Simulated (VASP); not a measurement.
# SiC (Moissanite 6H) (P6_3mc) in VASP: further runs

One crystal, SiC (Moissanite 6H), is run at these levels: PBE+D4, PBE+rVV10, PBE+TS, PBE+MBD; tasks: relaxation of cell and atoms.

All numbers are computed with VASP 6.6.1; they aren't measurements. Logs are shortened: lines on timing, memory, paths and dates and some standing lists are left out, and cuts for length are marked.

## 1. The crystal as given

The structure is hexagonal, space group P6_3mc (No. 186). The conventional cell has a = 3.095 Å, b = 3.095 Å, c = 15.170 Å, α = 90.00°, β = 90.00°, γ = 120.00°. Around Si (site symmetry 3m) lie 4 C at 1.90 Å. Si (site symmetry 3m) is surrounded by 4 C at 1.90 Å. Around Si (site symmetry 3m) lie 4 C at 1.90 Å. C (site symmetry 3m) has 4 Si at 1.90 Å as nearest neighbours. C (site symmetry 3m) has 4 Si at 1.90 Å as nearest neighbours. C (site symmetry 3m) is surrounded by 4 Si at 1.90 Å.

## 2. Relaxation of cell and atoms, PBE+D4

Input file INCAR:

```
PREC = Accurate ; ENCUT = 600
EDIFF = 1E-7 ; ISMEAR = -1
SIGMA = 0.05 ; LREAL = F
LASPH = T ; NELM = 100
ALGO = Normal ; ISIF = 3
LWAVE = F ; LCHARG = F
GGA = PE ; IVDW = 13
IBRION = 2 ; NSW = 40
EDIFFG = -0.01
```

Input file KPOINTS:

```
regular mesh
0
Gamma
  10 10 2
```

Input file POSCAR:

```
SiC
1.0
    3.0950000000      0.0000000000      0.0000000000
   -1.5475000000      2.6803486247      0.0000000000
    0.0000000000      0.0000000000     15.1700000000
Si C
6 6
Direct
    0.6666666667      0.3333333333      0.4583000000
    0.3333333333      0.6666666667      0.9583000000
    0.6666666667      0.3333333333      0.7917000000
    0.3333333333      0.6666666667      0.2917000000
    0.0000000000      0.0000000000      0.6250000000
    0.0000000000      0.0000000000      0.1250000000
    0.6666666667      0.3333333333      0.3333000000
    0.3333333333      0.6666666667      0.8333000000
    0.6666666667      0.3333333333      0.6667000000
    0.3333333333      0.6666666667      0.1667000000
    0.0000000000      0.0000000000      0.5000000000
    0.0000000000      0.0000000000      0.0000000000
```

Potentials or basis: VASP PAW PBE potentials, release 64 (Si, C).

The run is started by

```
cat potpaw_PBE.64/Si/POTCAR potpaw_PBE.64/C/POTCAR > POTCAR
mpirun -np 1 vasp_std > vasp.out
```

OUTCAR:

```text
PREC = Accurate
   ENCUT = 600
   EDIFF = 1E-7
   ISMEAR = -1
   LREAL = F
   LASPH = T
   NELM = 100
   ISIF = 3
   GGA = PE
   IVDW = 13
   IBRION = 2
   NSW = 40
   EDIFFG = -0.01

 ion  position               nearest neighbor table
   1  0.667  0.333  0.458-  11 1.90  11 1.90  11 1.90   7 1.90   4 3.10   4 3.10   4 3.10   5 3.10
                             5 3.10   5 3.10
   2  0.333  0.667  0.958-  12 1.90  12 1.90  12 1.90   8 1.90   3 3.10   3 3.10   3 3.10   6 3.10
                             6 3.10   6 3.10
   3  0.667  0.333  0.792-   8 1.90   8 1.90   8 1.90   9 1.90   2 3.10   2 3.10   2 3.10   5 3.10
                             5 3.10   5 3.10
   4  0.333  0.667  0.292-   7 1.90   7 1.90   7 1.90  10 1.90   1 3.10   1 3.10   1 3.10   6 3.10
                             6 3.10   6 3.10
   5  0.000  0.000  0.625-   9 1.90   9 1.90   9 1.90  11 1.90   3 3.10   1 3.10   3 3.10   1 3.10
                             1 3.10   3 3.10
   6  0.000  0.000  0.125-  10 1.90  10 1.90  10 1.90  12 1.90   4 3.10   2 3.10   2 3.10   4 3.10
                             4 3.10   2 3.10
   7  0.667  0.333  0.333-   4 1.90   4 1.90   4 1.90   1 1.90
   8  0.333  0.667  0.833-   3 1.90   3 1.90   3 1.90   2 1.90
   9  0.667  0.333  0.667-   5 1.90   5 1.90   5 1.90   3 1.90
  10  0.333  0.667  0.167-   6 1.90   6 1.90   6 1.90   4 1.90
  11  0.000  0.000  0.500-   1 1.90   1 1.90   1 1.90   5 1.90
  12  0.000  0.000  0.000-   2 1.90   2 1.90   2 1.90   6 1.90

  LATTYP: Found a hexagonal cell.
 ALAT       =     3.0950000000
 C/A-ratio  =     4.9014539580

  Lattice vectors:

 A1 = (   3.0950000000,   0.0000000000,   0.0000000000)
 A2 = (  -1.5475000000,   2.6803486247,   0.0000000000)
 A3 = (   0.0000000000,   0.0000000000,  15.1700000000)

Analysis of symmetry for initial positions (statically):
=====================================================================
 Subroutine PRICEL returns:
 Original cell was already a primitive cell.

 Routine SETGRP: Setting up the symmetry group for a
 hexagonal supercell.

 Subroutine GETGRP returns: Found 12 space group operations
 (whereof  6 operations were pure point group operations)
 out of a pool of 24 trial point group operations.

The static configuration has the point symmetry C_3v.
 The point group associated with its full space group is C_6v.

Analysis of symmetry for dynamics (positions and initial velocities):
=====================================================================
 Subroutine PRICEL returns:
 Original cell was already a primitive cell.

 Routine SETGRP: Setting up the symmetry group for a
 hexagonal supercell.

 Subroutine GETGRP returns: Found 12 space group operations
 (whereof  6 operations were pure point group operations)
 out of a pool of 24 trial point group operations.

The dynamic configuration has the point symmetry C_3v.
 The point group associated with its full space group is C_6v.

 Subroutine INISYM returns: Found 12 space group operations
 (whereof  6 operations are pure point group operations),
 and found     1 'primitive' translations

----------------------------------------------------------------------------------------

                                     Primitive cell

  volume of cell :     125.8455

  direct lattice vectors                    reciprocal lattice vectors
     3.095000000  0.000000000  0.000000000     0.323101777  0.186542898  0.000000000
    -1.547500000  2.680348625  0.000000000     0.000000000  0.373085796  0.000000000
     0.000000000  0.000000000 15.170000000     0.000000000  0.000000000  0.065919578

  length of vectors
     3.095000000  3.095000000 15.170000000     0.373085796  0.373085796  0.065919578

  position of ions in fractional coordinates (direct lattice)
     0.666666667  0.333333333  0.458300000
     0.333333333  0.666666667  0.958300000
     0.666666667  0.333333333  0.791700000
     0.333333333  0.666666667  0.291700000
     0.000000000  0.000000000  0.625000000
     0.000000000  0.000000000  0.125000000
     0.666666667  0.333333333  0.333300000
     0.333333333  0.666666667  0.833300000
     0.666666667  0.333333333  0.666700000
     0.333333333  0.666666667  0.166700000
     0.000000000  0.000000000  0.500000000
     0.000000000  0.000000000  0.000000000

  ion indices of the primitive-cell ions
   primitive index   ion index
                 1           1
                 2           2
                 3           3
                 4           4
                 5           5
                 6           6
                 7           7
                 8           8
                 9           9
                10          10
                11          11
                12          12

----------------------------------------------------------------------------------------

 KPOINTS: regular mesh

Automatic generation of k-mesh.
 Grid dimensions read from file:
 generate k-points for:   10   10    2

 Generating k-lattice:

  Cartesian coordinates                     Fractional coordinates (reciprocal lattice)
     0.032310178  0.018654290  0.000000000     0.100000000  0.000000000  0.000000000
     0.000000000  0.037308580  0.000000000     0.000000000  0.100000000  0.000000000
     0.000000000  0.000000000  0.032959789     0.000000000  0.000000000  0.500000000

  Length of vectors
     0.037308580  0.037308580  0.032959789

  Shift w.r.t. Gamma in fractional coordinates (k-lattice)
     0.000000000  0.000000000  0.000000000

 Subroutine IBZKPT returns following result:
 ===========================================

 Found     28 irreducible k-points:

 Following reciprocal coordinates:
            Coordinates               Weight
  0.000000  0.000000  0.000000      1.000000
  0.100000 -0.000000  0.000000      6.000000
  0.200000 -0.000000  0.000000      6.000000
  0.300000 -0.000000  0.000000      6.000000
  0.400000 -0.000000  0.000000      6.000000
  0.500000 -0.000000  0.000000      3.000000
[... 16 lines left out ...]
  0.300000  0.100000  0.500000     12.000000
  0.400000  0.100000  0.500000     12.000000
 [... further k-points ...]
   k-points           NKPTS =     28   k-points in BZ     NKDIM =     28   number of bands    NBANDS=     31
   number of dos      NEDOS =    301   number of ions     NIONS =     12
   total plane-waves  NPLWV =  98784
   dimension x,y,z NGX =    28 NGY =   28 NGZ =  126
   dimension x,y,z NGXF=    56 NGYF=   56 NGZF=  252
   ions per type =               6   6
   NGX,Y,Z   is equivalent  to a cutoff of  15.04, 15.04, 13.81 a.u.
   NGXF,Y,Z  is equivalent  to a cutoff of  30.08, 30.08, 27.62 a.u.
 SYSTEM =  unknown system
   PREC   = accura    normal or accurate (medium, high low for compatibility)
   ISTART =      0    job   : 0-new  1-cont  2-samecut
   ICHARG =      2    charge: 1-file 2-atom 10-const
   ISPIN  =      1    spin polarized calculation?
   LNONCOLLINEAR =      F non collinear calculations
   LSORBIT =      F    spin-orbit coupling
   LASPH  =      T    aspherical Exc in radial PAW
   ENCUT  =  600.0 eV  44.10 Ry    6.64 a.u.   6.18  6.18 30.30*2*pi/ulx,y,z
   NELM   =    100;   NELMIN=  2; NELMDL= -5     # of ELM steps
   EDIFF  = 0.1E-06   stopping-criterion for ELM
   LREAL  =      F    real-space projection
   EDIFFG = -.1E-01   stopping-criterion for IOM
   NSW    =     40    number of steps for IOM
   IBRION =      2    ionic relax: 0-MD 1-quasi-New 2-CG
   NFREE  =      1    steps in history (QN), initial steepest desc. (CG)
   ISIF   =      3    stress and relaxation
   ISYM   =      2    0-nonsym 1-usesym 2-fastsym
   POTIM  = 0.5000    time-step for ionic-motion
   TEBEG  =    0.0;   TEEND  =   0.0 temperature during run
   PSTRESS=    0.0 pullay stress
   NELECT =      48.0000    total number of electrons
   NUPDOWN=      -1.0000    fix difference up-down
   EMIN   =  10.00;   EMAX   =-10.00  energy-range for DOS
   EFERMI =   0.00;   METHOD = LEGACY
   ISMEAR =    -1;   SIGMA  =   0.05  broadening in eV -4-tet -1-fermi 0-gaus
   EFERMI_NEDOS =   21; number of points for ismear=-14 and -15
   IALGO  =     38    algorithm
   IMIX   =      4    mixing-type and parameters
     AMIX     =   0.40;   BMIX     =  1.00
     AMIX_MAG =   1.60;   BMIX_MAG =  1.00
  volume/ion in A,a.u.               =      10.49        70.77
  Fermi-wavevector in a.u.,A,eV,Ry     =   1.187252  2.243580 19.178312  1.409566
  Thomas-Fermi vector in A             =   2.323407
   LORBIT       =      0    0 simple, 1 ext, 2 COOP (PROOUT), +10 PAW based schemes
   GGA     = PE    functional components
   LHFCALC =     F    Hartree Fock is set to
   AEXX    =    0.0000 exact exchange contribution
   IVDW    =    13    specifies the selected vdW correction
   LEPSILON=     F    determine dielectric tensor
   LRPA    =     F    only Hartree local field effects (RPA)
 conjugate gradient relaxation of ions
 non-spin polarized calculation
  energy-cutoff  :      600.00
  volume of cell :      125.85
 maximum number of plane-waves:      4226
 NGX is ok and might be reduce to    28
   NGX = 13   NGY = 13   NGZ = 61

--------------------------------------- Ionic step        1  -------------------------------------------

 number of electron      47.9999999 magnetization

 Free energy of the ion-electron system (eV)
  ---------------------------------------------------
  ext. energy  EPLUGINS =         0.00000000
  ---------------------------------------------------
  free energy    TOTEN  =       -90.38044745 eV

  energy without entropy =      -90.38044745  energy(sigma->0) =      -90.38044745

------------------------ aborting loop because EDIFF is reached ----------------------------------------

  DFT-D4 for vdW energy calculation

  Edisp (eV):   -3.90505

  FORCE on cell =-STRESS in cart. coord.  units (eV):
  Direction    XX          YY          ZZ          XY          YZ          ZX
  --------------------------------------------------------------------------------------
  -------------------------------------------------------------------------------------
  Total      -3.38807    -3.38807    -2.76825     0.00000     0.00000    -0.00000
  in kB     -43.13454   -43.13454   -35.24349     0.00000     0.00000    -0.00000
  external pressure =      -40.50 kB  Pullay stress =        0.00 kB
[... 281 lines left out ...]
  energy  without entropy=      -94.3172541700  energy(sigma->0) =      -94.31725417

--------------------------------------- Ionic step        7  -------------------------------------------

 number of electron      47.9999998 magnetization

 Free energy of the ion-electron system (eV)
  ---------------------------------------------------
  ext. energy  EPLUGINS =         0.00000000
  ---------------------------------------------------
  free energy    TOTEN  =       -90.35089089 eV

  energy without entropy =      -90.35089089  energy(sigma->0) =      -90.35089089

 E-fermi :   9.2256     XC(G=0): -11.3775

 val. band max:        8.2109130576   @ k =   0.0000   0.0000   0.0000
 cond. band min:      10.2362588444   @ k =   0.5000  -0.0000   0.0000
 fundamental gap:      2.0253457869
 Fermi energy:         9.2255978813

 k-point     1 :       0.0000    0.0000    0.0000
  band No.  band energies     occupation
      1      -7.2861      2.00000
      2      -6.7621      2.00000
      3      -6.7270      2.00000
      4      -5.2258      2.00000
      5      -5.1967      2.00000
      6      -3.7010      2.00000
[... 805 lines left out ...]
     30      13.5375      0.00000
     31      14.0133      0.00000

 [... further k-points ...]

------------------------ aborting loop because EDIFF is reached ----------------------------------------

  DFT-D4 for vdW energy calculation

  Edisp (eV):   -3.96637

  FORCE on cell =-STRESS in cart. coord.  units (eV):
  Direction    XX          YY          ZZ          XY          YZ          ZX
  --------------------------------------------------------------------------------------
  -------------------------------------------------------------------------------------
  Total      -0.04002    -0.04002    -0.08138     0.00000     0.00000     0.00000
  in kB      -0.51915    -0.51915    -1.05581     0.00000     0.00000     0.00000
  external pressure =       -0.70 kB  Pullay stress =        0.00 kB
[... 27 lines left out ...]
  FREE ENERGIE OF THE ION-ELECTRON SYSTEM (eV)
  ---------------------------------------------------
  free  energy   TOTEN  =       -94.3172577167 eV

  energy  without entropy=      -94.3172577165  energy(sigma->0) =      -94.31725772

 reached required accuracy - stopping structural energy minimisation
```

Wall time 6.2 min (1 thread of Intel Xeon 6975P-C (Granite Rapids), shared host); peak memory 0.36 GiB.

Results:

| Item | Value |
| --- | --- |
| Free energy | -94.3173 eV |
| Relaxed volume | 10.29 Å³/atom |
| Relaxed cell | a = 3.074 Å, b = 3.074 Å, c = 15.086 Å, α = 90.00°, β = 90.00°, γ = 120.00° |
| Space group after relaxing (to 0.05 Å) | P6_3mc (No. 186) |
| Energy gained by relaxing | 2.6 meV/atom |
| Ionic steps | 7 |
| Pressure after relaxing | -0.1 GPa |
| Largest force after relaxing | 0.008 eV/Å |
| Band gap on the k mesh | 2.03 eV, indirect (least direct gap 3.13 eV) |
| Dispersion energy per atom | -0.331 eV |

Forces in eV/Å, atoms in the order of the input:
```
Si   0.000  0.000 -0.002
Si   0.000  0.000 -0.002
Si   0.000  0.000 -0.004
Si   0.000  0.000 -0.004
Si   0.000  0.000 -0.003
Si   0.000  0.000 -0.003
C    0.000  0.000  0.001
C    0.000  0.000  0.001
C    0.000  0.000  0.000
C    0.000  0.000  0.000
C    0.000  0.000  0.008
C    0.000  0.000  0.008
```

Step by step:
```tsv
step	energy change (eV)	largest force (eV/Å)	pressure (GPa)	volume (Å³)
1	0.0000	0.1440	-4.05	125.85
2	0.0019	0.1179	4.45	121.08
3	-0.0316	0.0262	-0.01	123.46
4	-0.0316	0.0279	0.07	123.42
5	-0.0318	0.0136	0.09	123.41
6	-0.0318	0.0143	0.09	123.41
7	-0.0318	0.0078	-0.07	123.50
```

Final structure:
```xyz
12
Lattice="3.0745 0.0000 0.0000 -1.5372 2.6626 0.0000 0.0000 0.0000 15.0862" Properties=species:S:1:pos:R:3 pbc="T T T"
Si    1.5372    0.8875    6.9142
Si    0.0000    1.7751   14.4574
Si    1.5372    0.8875   11.9458
Si    0.0000    1.7751    4.4027
Si    0.0000    0.0000    9.4295
Si    0.0000    0.0000    1.8864
C     1.5372    0.8875    5.0284
C     0.0000    1.7751   12.5715
C     1.5372    0.8875   10.0600
C     0.0000    1.7751    2.5168
C     0.0000    0.0000    7.5381
C     3.0745    0.0000   15.0812
```

Levels at points of the mesh, in eV from the valence-band top:
```csv
k point,band 22,band 23,band 24,band 25,band 26,band 27
"(0.00, 0.00, 0.00)",-0.03,0.00,0.00,5.23,5.40,5.81
"(0.50, 0.00, 0.00)",-1.79,-1.66,-1.10,2.03,2.22,3.23
"(0.00, 0.00, 0.50)",-0.10,-0.10,-0.10,5.29,5.29,6.04
"(0.50, 0.00, 0.50)",-1.72,-1.31,-1.31,2.07,2.07,3.45
```

A k mesh can miss the band edges.

## 3. Relaxation of cell and atoms, PBE+rVV10

Input file INCAR:

```
SYSTEM = SiC
ALGO = Fast ; BPARAM = 10.0
CPARAM = 0.0093 ; EDIFF = 1E-7
EDIFFG = -0.01 ; ENCUT = 600
GGA = PE ; IBRION = 2
ISIF = 3 ; ISMEAR = -1
IVDW_NL = 2 ; LASPH = .TRUE.
LCHARG = .FALSE. ; LREAL = .FALSE.
LUSE_VDW = .TRUE. ; LWAVE = .FALSE.
NELM = 100 ; NSW = 40
PREC = Accurate ; SIGMA = 0.05
```

Input file KPOINTS:

```
k-points
0
G
  10 10 2
  0 0 0
```

POSCAR is that of step 2.

Potentials or basis: VASP PAW PBE potentials, release 64 (Si, C).

The run is started by

```
cat potpaw_PBE.64/Si/POTCAR potpaw_PBE.64/C/POTCAR > POTCAR
mpirun -np 1 vasp_std > vasp.out
```

It took 10 min on 1 thread of Intel Xeon 6975P-C (Granite Rapids), shared host; peak memory 0.71 GiB.

The run converged. Its results:

- Free energy: -89.5664 eV
- Relaxed volume: 10.45 Å³/atom
- Relaxed cell: a = 3.090 Å, b = 3.090 Å, c = 15.163 Å, α = 90.00°, β = 90.00°, γ = 120.00°
- Space group after relaxing (to 0.05 Å): P6_3mc (No. 186)
- Energy gained by relaxing: 0.2 meV/atom
- Ionic steps: 4
- Pressure after relaxing: 0.0 GPa
- Largest force after relaxing: 0.008 eV/Å
- Band gap on the k mesh: 1.99 eV, indirect (least direct gap 3.09 eV)

Forces on the atoms (eV/Å):
```
Si   0.000  0.000  0.002
Si   0.000  0.000  0.002
Si   0.000  0.000  0.005
Si   0.000  0.000  0.005
Si   0.000  0.000  0.003
Si   0.000  0.000  0.003
C    0.000  0.000 -0.002
C    0.000  0.000 -0.002
C    0.000  0.000 -0.001
C    0.000  0.000 -0.001
C    0.000  0.000 -0.008
C    0.000  0.000 -0.008
```

Step by step:
```csv
step,energy change (eV),largest force (eV/Å),pressure (GPa),volume (Å³)
1,0.0000,0.1422,-0.73,125.85
2,0.0000,0.1114,0.77,124.97
3,-0.0019,0.0298,0.01,125.41
4,-0.0021,0.0076,0.04,125.39
```

Final structure:
```
Si C
1.0
     3.09012    0.00000    0.00000
    -1.54506    2.67612    0.00000
     0.00000    0.00000   15.16261
Si C
6 6
Direct
  0.66667 0.33333 0.45830
  0.33333 0.66667 0.95830
  0.66667 0.33333 0.79180
  0.33333 0.66667 0.29180
  0.00000 0.00000 0.62504
  0.00000 0.00000 0.12504
  0.66667 0.33333 0.33332
  0.33333 0.66667 0.83332
  0.66667 0.33333 0.66684
  0.33333 0.66667 0.16684
  0.00000 0.00000 0.49971
  0.00000 0.00000 0.99971
```

Levels at points of the mesh, in eV from the valence-band top:
```
           k point  band 21  band 22  band 23  band 24  band 25  band 26  band 27  band 28
(0.00, 0.00, 0.00)    -0.30    -0.04     0.00     0.00     5.07     5.24     5.64     6.16
(0.50, 0.00, 0.00)    -1.81    -1.78    -1.66    -1.10     1.99     2.17     3.16     3.84
(0.00, 0.00, 0.50)    -0.10    -0.10    -0.10    -0.10     5.14     5.14     5.88     5.88
(0.50, 0.00, 0.50)    -1.71    -1.71    -1.30    -1.30     2.03     2.03     3.38     3.38
```

(Part 1 of 2 ends here.)
